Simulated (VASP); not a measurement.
Output of a VASP run:

### OSZICAR
```
       N       E                     dE             d eps       ncg     rms          rms(c)
DAV:   1     0.972439753375E+02    0.97244E+02   -0.71143E+03   480   0.115E+03
DAV:   2     0.474670805318E+00   -0.96769E+02   -0.88066E+02   700   0.192E+02
DAV:   3    -0.604890371536E+01   -0.65236E+01   -0.64838E+01   612   0.553E+01
DAV:   4    -0.611035778187E+01   -0.61454E-01   -0.61334E-01   564   0.608E+00
DAV:   5    -0.611086082368E+01   -0.50304E-03   -0.50290E-03   592   0.519E-01    0.249E+00
DAV:   6    -0.592704482624E+01    0.18382E+00   -0.27432E-01   500   0.333E+00    0.133E+00
DAV:   7    -0.589720077603E+01    0.29844E-01   -0.15309E-01   580   0.239E+00    0.554E-01
DAV:   8    -0.589739789843E+01   -0.19712E-03   -0.10280E-02   568   0.751E-01    0.844E-02
DAV:   9    -0.589728023932E+01    0.11766E-03   -0.45545E-04   564   0.180E-01    0.471E-02
DAV:  10    -0.589730437448E+01   -0.24135E-04   -0.17185E-04   584   0.794E-02    0.235E-02
DAV:  11    -0.589730448105E+01   -0.10658E-06   -0.43001E-05   552   0.447E-02    0.493E-03
DAV:  12    -0.589730346811E+01    0.10129E-05   -0.35610E-06   552   0.153E-02    0.163E-03
DAV:  13    -0.589730345625E+01    0.11853E-07   -0.83808E-07   316   0.581E-03
   1 F= -.23260306E+01 E0= -.23260306E+01  d E =-.232603E+01
```

OUTCAR:
```
------------------------ aborting loop because EDIFF is reached ----------------------------------------
  FORCE on cell =-STRESS in cart. coord.  units (eV):
  Direction    XX          YY          ZZ          XY          YZ          ZX
  --------------------------------------------------------------------------------------
  Total        3.5688977      3.5688977      3.5688977      0.0000000      0.0000000      0.0000000
  in kB       99.9334929     99.9334929     99.9334929      0.0000000      0.0000000      0.0000000
  external PRESSURE =      -0.0665071 kB  Pullay stress =     100.0000000 kB
  volume of cell :       57.22
      direct lattice vectors                 reciprocal lattice vectors
     3.853403955  0.000000000  0.000000000     0.259510815  0.000000000  0.000000000
     0.000000000  3.853403955  0.000000000     0.000000000  0.259510815  0.000000000
     0.000000000  0.000000000  3.853403955     0.000000000  0.000000000  0.259510815
 POSITION                                       TOTAL-FORCE (eV/Angst)
 -----------------------------------------------------------------------------------
      0.00000      0.00000      0.00000         0.000000      0.000000      0.000000
      1.92670      1.92670      1.92670         0.000000      0.000000      0.000000
 -----------------------------------------------------------------------------------
    total drift:                                0.000000      0.000000      0.000000
  FREE ENERGIE OF THE ION-ELECTRON SYSTEM (eV)
  ---------------------------------------------------
  free  energy   TOTEN  =        -5.8973034563 eV

  energy  without entropy=       -5.8973034563  energy(sigma->0) =       -5.89730346
  enthalpy is  TOTEN    =        -2.3260305909 eV   P V=        3.5712728654

 reached required accuracy - stopping structural energy minimisation
```
(Selected blocks of OUTCAR.)

**POSCAR**
```
CsBr
1
    3.8534039551     0.0000000000     0.0000000000
   -0.0000000000     3.8534039551    -0.0000000000
    0.0000000000    -0.0000000000     3.8534039551
Cs Br
1 1
Direct
  0.0000000000   0.0000000000   0.0000000000
  0.5000000000   0.5000000000   0.5000000000
```

### Question
Write an INCAR and KPOINTS that could have produced this output.

### Answer
One answer among several that fit: the input of the run itself, PBEsol GGA, plane waves, VASP's PBE PAW potentials (set 64).

File KPOINTS:
```
Automatic mesh
0
Gamma
7 7 7
0 0 0
```

INCAR:
```
SYSTEM = CsBr
PREC = Accurate; ENCUT = 500; LREAL = .FALSE.
LASPH = .TRUE.
EDIFF = 1E-6; NELM = 100; ALGO = Normal
LMAXMIX = 4
ISMEAR = 0; SIGMA = 0.05
GGA = PS
IBRION = 2; NSW = 40; ISIF = 3
EDIFFG = -0.02; PSTRESS = 100
LWAVE = .FALSE.; LCHARG = .FALSE.
```

POTCAR, in this order: Cs_sv Br (PBE.64 set). Program: vasp_std.

The compound is CsBr in the CsCl type structure. It was relaxed first under an external pressure of 10 GPa.
